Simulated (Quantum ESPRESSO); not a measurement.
Tc under changes of volume

One of the cells (14.297 Å³/atom); the others are scaled copies at fixed shape and fractional positions:

```
CELL_PARAMETERS angstrom
2.74000 0.00000 0.00000
-1.37000 2.37291 0.00000
0.00000 0.00000 4.39800
ATOMIC_POSITIONS crystal
Tc 0.66667 0.33333 0.75000
Tc 0.33333 0.66667 0.25000
```

```yaml
Program: Quantum ESPRESSO 7.5
Functional: PBE
Potentials_or_basis: SSSP 1.3 efficiency PBE
Cutoff: 816 eV
Density_cutoff: 3265 eV
k_mesh: 11 × 11 × 6
Occupations: fermi-dirac, width 0.05 eV
Spin: no spin polarisation
```

```csv
volume (Å³/atom),energy over the lowest point (meV/atom),pressure (GPa)
13.440,71.67,24.9
13.726,34.46,16.7
14.011,?,?
14.297,0.00,2.9
14.583,0.12,-3.0
14.869,10.24,-8.3
15.155,29.33,-13.1
```

Task: What does the run at 14.011 Å³/atom give?

Result: Energy over the lowest point 11.03 meV/atom; pressure 9.4 GPa.

Worked out: A Birch-Murnaghan fit of order 3 (a polynomial in V^(-2/3)) to the other rows has its minimum at 14.44 Å³/atom with B0 = V·E''(V) = 299 GPa and B' = 4.4 at fixed shape and positions, which overstates the stiffness. It gives 11.08 meV/atom at 14.011 Å³/atom, against the run's 11.03, and -dE/dV = 9.5 GPa, against 9.4.

Energies are extrapolated to zero smearing.
